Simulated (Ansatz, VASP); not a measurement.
**PbI2: VASP beside Ansatz**

Contents of INCAR:

```
  ALGO = Normal
  EDIFF = 1E-7
  ENCUT = 520
  GGA = PE
  ISIF = 2
  ISMEAR = -1
  LASPH = T
  LCHARG = T
  LELF = T
  LREAL = F
  LVHAR = T
  LWAVE = F
  NBANDS = 21
  NELM = 60
  PREC = Accurate
  SIGMA = 0.05
```

File KPOINTS:

```
k-points
0
Gamma
  7 7 4
```

The input POSCAR:

```
PbI2
1.0
    4.5550000000      0.0000000000      0.0000000000
   -2.2775000000      3.9447457142      0.0000000000
    0.0000000000      0.0000000000      6.9770000000
Pb I
1 2
Direct
    0.0000000000      0.0000000000      0.0000000000
    0.6666666667      0.3333333333      0.7350000000
    0.3333333333      0.6666666667      0.2650000000
```

File input.yaml:

```yaml
crystal:
  lattice:
    - [4.555, 0.0, 0.0]
    - [-2.2775, 3.9447457142, 0.0]
    - [0.0, 0.0, 6.977]
  atoms:
    - { symbol: Pb, position: [0.0, 0.0, 0.0] }
    - { symbol: I, position: [0.6666666667, 0.3333333333, 0.735] }
    - { symbol: I, position: [0.3333333333, 0.6666666667, 0.265] }
hamiltonian:
  xc: pbe
  pseudopotentials: { kind: paw }
kpoints:
  mp_grid: { grid: [7, 7, 4] }
scf:
  occupations: { method: fermi_dirac, width: 0.05 }
output:
  forces: true
  stress: true
  eigenvalues: true
  write_density: true
  write_potential: true
  elf: true
  volumetric_format: npy
```

Alike in both runs: task single point; functional PBE; k mesh 7 × 7 × 4; occupations fermi-dirac, width 0.05 eV; no spin polarisation.

|  | VASP | Ansatz |
| --- | --- | --- |
| version | VASP 6.6.1 | Ansatz 0.2.0 |
| potentials or method | VASP PAW PBE potentials, release 64 (Pb_d, I) | Ansatz PAW |
| plane-wave cutoff (eV) | 520 | 420 |
| valence electrons in the cell | 28 | 48 |

```csv
,VASP,Ansatz,Ansatz less VASP
gap on the k mesh at the Fermi level (eV),2.22,2.22,0.000
least direct gap on the mesh (eV),2.22,2.22,0.000
pressure (GPa),1.8,1.8,+0.02
largest component of the traceless stress (GPa),0.05,0.05,-0.001
rms of the force components (eV/Å),0.081,0.081,+0.0003
```

Atom by atom the forces differ by 0.000 eV/Å (rms over components). The functional is the same, so the differences come from potentials, cutoffs and numerics. The two sets of potentials don't hold the same shells in valence.

Caveats: spin-orbit coupling is left out, which as a rule narrows the gap of such compounds by several tenths of an eV; this functional lacks dispersion, which binds the layers, so the pressure and a relaxed spacing across them are unreliable; an odd mesh through Γ misses points on the zone boundary, where band edges often lie (VASP); odd divisions of the mesh miss points on the zone boundary, where band edges often lie, so the gap on the mesh can be too wide (Ansatz). PBE gaps usually lie below the measured ones, often by a third to a half.
